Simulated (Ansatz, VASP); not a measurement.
# Two plane-wave programs on Ga9N7 (a cell with a defect)

```
Ga N
1.0
     0.00000    0.00000   -5.24317
     6.43674    0.00000    0.00000
    -3.21837   -5.57438    0.00000
Ga N
9 7
Direct
  0.60486 0.16667 0.33333
  0.48795 0.66777 0.33555
  0.48795 0.16445 0.83223
  0.48795 0.66777 0.83223
  0.98118 0.79770 0.14885
  0.98118 0.35115 0.14885
  0.98536 0.83333 0.66667
  0.98118 0.35115 0.70230
  0.17038 0.16667 0.33333
  0.11901 0.67018 0.34036
  0.11901 0.15964 0.82982
  0.11901 0.67018 0.82982
  0.62049 0.81049 0.15524
  0.62049 0.34476 0.15524
  0.61350 0.83333 0.66667
  0.62049 0.34476 0.68951
```

Alike in both runs: functional PBE; k mesh 3 × 3 × 3; occupations gaussian, width 0.01 eV; no spin polarisation.

Ansatz relaxed the structure, and its values are those at the end. VASP's run is a single point on that final structure, the one shown.

|  | VASP | Ansatz |
| --- | --- | --- |
| version | VASP 6.6.1 | Ansatz 0.2.0 |
| potentials or method | VASP PAW PBE potentials, release 64 (Ga_d, N) | scalar-relativistic, plane waves, PAW |
| plane-wave cutoff (eV) | 520 | 420 |
| valence electrons in the cell | 152 | 152 |

Ansatz gave:

| Property | Result |
| --- | --- |
| gap on the k mesh at the Fermi level (eV) | none |
| rms of the force components (eV/Å) | 0.002 |

Which values does VASP return?

gap on the k mesh at the Fermi level (eV): none; rms of the force components (eV/Å): 0.006.

A gap of «none» marks a metal or a gap that the smearing closes.

Caveats: the k mesh is coarse (spacing up to 0.40 Å⁻¹), so the values aren't converged.
